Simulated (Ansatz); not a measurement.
# A Ca vacancy and an O vacancy in rocksalt CaO, 62 atoms, charge 0

Wanted: geometry, formation energy and gap levels of the defect, compared across PBEsol, HSE06 and r²SCAN.

Method: density functional theory in Ansatz 0.2.0, PAW datasets, plane waves.

### 1 Starting point

62 atoms (31 O, 31 Ca); a = 9.535 Å, b = 9.535 Å, c = 9.535 Å, α = 90.00°, β = 90.00°, γ = 90.00°. All atoms were shaken off their sites by about 0.02 Å along each axis. Defect site 1: (0.500, 0.500, 0.500). Defect site 2: (0.250, 0.000, 0.000).

The runs, in order: (2) PBEsol relaxation at the single k point (¼, ¼, ¼), on 1 × NVIDIA GB200 with 8 threads of Arm Neoverse-V2; (3) HSE06 single point at the single k point (¼, ¼, ¼), on 1 × NVIDIA GB200 with 8 threads of Arm Neoverse-V2; (4) r²SCAN single point at the single k point (¼, ¼, ¼), on 1 × NVIDIA GB200 with 8 threads of Arm Neoverse-V2.

### 2 Relaxation of the positions (PBEsol)

Input file in.yaml:

```yaml
crystal:
  lattice:
    - [9.535200, 0.000000, 0.000000]
    - [0.000000, 9.535200, 0.000000]
    - [0.000000, 0.000000, 9.535200]
  atoms:
    - { symbol: O, position: [0.252914, 0.002151, 0.501520] }
    - { symbol: O, position: [0.252659, 0.501321, 0.001763] }
    - { symbol: O, position: [0.246444, 0.501090, 0.499501] }
    - { symbol: O, position: [0.751804, 0.999526, 0.000666] }
    - { symbol: O, position: [0.748236, 0.998896, 0.498994] }
    - { symbol: O, position: [0.748609, 0.501081, 0.000030] }
    - { symbol: O, position: [0.752283, 0.497927, 0.498246] }
    - { symbol: O, position: [0.002861, 0.250225, 0.000725] }
    - { symbol: O, position: [0.004171, 0.247593, 0.501314] }
    - { symbol: O, position: [0.999935, 0.748988, 0.998517] }
    - { symbol: O, position: [0.997922, 0.750778, 0.504251] }
    - { symbol: O, position: [0.497858, 0.247482, 0.999093] }
    - { symbol: O, position: [0.499584, 0.251284, 0.498254] }
    - { symbol: O, position: [0.501590, 0.749719, 0.002276] }
    - { symbol: O, position: [0.502690, 0.750448, 0.499576] }
    - { symbol: O, position: [0.000539, 0.998262, 0.248983] }
    - { symbol: O, position: [0.998703, 0.998987, 0.747703] }
    - { symbol: O, position: [0.996850, 0.498224, 0.249021] }
    - { symbol: O, position: [0.997133, 0.500235, 0.750269] }
    - { symbol: O, position: [0.500820, 0.000005, 0.249777] }
    - { symbol: O, position: [0.498962, 0.999455, 0.750330] }
    - { symbol: O, position: [0.496786, 0.502600, 0.250752] }
    - { symbol: O, position: [0.497866, 0.500759, 0.753460] }
    - { symbol: O, position: [0.251492, 0.249603, 0.249819] }
    - { symbol: O, position: [0.249261, 0.246121, 0.749194] }
    - { symbol: O, position: [0.250031, 0.748694, 0.252347] }
    - { symbol: O, position: [0.252093, 0.751557, 0.757042] }
    - { symbol: O, position: [0.749545, 0.252529, 0.249514] }
    - { symbol: O, position: [0.746555, 0.249763, 0.747722] }
    - { symbol: O, position: [0.755212, 0.749036, 0.249869] }
    - { symbol: O, position: [0.748746, 0.750162, 0.752259] }
    - { symbol: Ca, position: [0.999556, 0.999125, 0.002495] }
    - { symbol: Ca, position: [0.001339, 0.994628, 0.500663] }
    - { symbol: Ca, position: [0.000879, 0.497133, 0.999409] }
    - { symbol: Ca, position: [0.999310, 0.503729, 0.501005] }
    - { symbol: Ca, position: [0.500769, 0.998356, 0.000072] }
    - { symbol: Ca, position: [0.502171, 0.998851, 0.501007] }
    - { symbol: Ca, position: [0.500754, 0.502326, 0.997805] }
    - { symbol: Ca, position: [0.251736, 0.249966, 0.000356] }
    - { symbol: Ca, position: [0.250644, 0.251365, 0.499070] }
    - { symbol: Ca, position: [0.251770, 0.747514, 0.003556] }
    - { symbol: Ca, position: [0.252038, 0.750664, 0.501195] }
    - { symbol: Ca, position: [0.751248, 0.251345, 0.998735] }
    - { symbol: Ca, position: [0.753486, 0.253488, 0.497920] }
    - { symbol: Ca, position: [0.750132, 0.749126, 0.999682] }
    - { symbol: Ca, position: [0.744548, 0.748279, 0.501341] }
    - { symbol: Ca, position: [0.251417, 0.998970, 0.249000] }
    - { symbol: Ca, position: [0.250230, 0.998225, 0.747848] }
    - { symbol: Ca, position: [0.252659, 0.496464, 0.247701] }
    - { symbol: Ca, position: [0.250431, 0.500876, 0.754270] }
    - { symbol: Ca, position: [0.751936, 0.001765, 0.250083] }
    - { symbol: Ca, position: [0.749634, 0.999537, 0.752419] }
    - { symbol: Ca, position: [0.750409, 0.501475, 0.246608] }
    - { symbol: Ca, position: [0.745714, 0.496432, 0.749833] }
    - { symbol: Ca, position: [0.999104, 0.248182, 0.251391] }
    - { symbol: Ca, position: [0.001848, 0.250634, 0.749655] }
    - { symbol: Ca, position: [0.000683, 0.752067, 0.249651] }
    - { symbol: Ca, position: [0.000877, 0.753079, 0.751082] }
    - { symbol: Ca, position: [0.498464, 0.254644, 0.247762] }
    - { symbol: Ca, position: [0.499259, 0.249053, 0.749670] }
    - { symbol: Ca, position: [0.500717, 0.749761, 0.247675] }
    - { symbol: Ca, position: [0.496524, 0.749905, 0.750786] }
  symmetry: { detect: false }
kpoints:
  mp_grid: { grid: [1, 1, 1], shift: [0.25, 0.25, 0.25] }
hamiltonian:
  xc: pbesol
scf:
  occupations: { method: fermi_dirac, width: 0.01 }
relax:
  f_tol: 0.03
  max_steps: 80
  escape_saddle: false
  adjacent_minimum: "off"
output:
  forces: true
  eigenvalues: true
  populations: true
```

The run is started by

```sh
$ ansatz run in.yaml --threads 8 --pin off --max-ram 118750MiB --runs-dir r --events-out ev --progress --plain --backend cuda --devices 0, --max-vram 170GiB
```

After this run come: HSE06 single point; Single point with r²SCAN.

**Question.** What will these runs give? Wanted: for each run, formation energy; host gap; top filled to lowest empty.

**Answer**, as computed:

```
             level         time  formation energy (eV)  host gap (eV)  top filled to lowest empty (eV)
PBEsol, relaxation  4.6 s (GPU)                  10.91           3.48                             1.70
             HSE06   14 s (GPU)                  11.06           5.28                             2.95
            r²SCAN  4.2 s (GPU)                  11.66           4.13                             1.95
```

| quantity | value |
| --- | --- |
| relaxation | 5 recorded steps, 3.82 eV gained |
| largest shift | 0.22 Å (Ca47) |

**What this shows.** Relaxation gains 3.82 eV, with shifts up to 0.22 Å (Ca47). The formation energy goes from 10.91 eV (PBEsol) to 11.66 eV (r²SCAN). The reservoirs are the elements' reference phases; where the defect changes the composition, the value depends on that choice. r²SCAN puts 2 localised levels over 0.1 eV inside the gap, at 0.12 (filled), 2.06 (empty) eV, the tightest of them shared by about 6 atoms. Those within 0.2 eV of an edge lie within the error of lining up the edges. The HSE06 single point took about 3.2 times as long as the r²SCAN one on the same kind of device. The host's edges were read at Γ, so band-like levels at this k point need not coincide with them. One k point and a cell of this size can leave errors of several tenths of an eV.
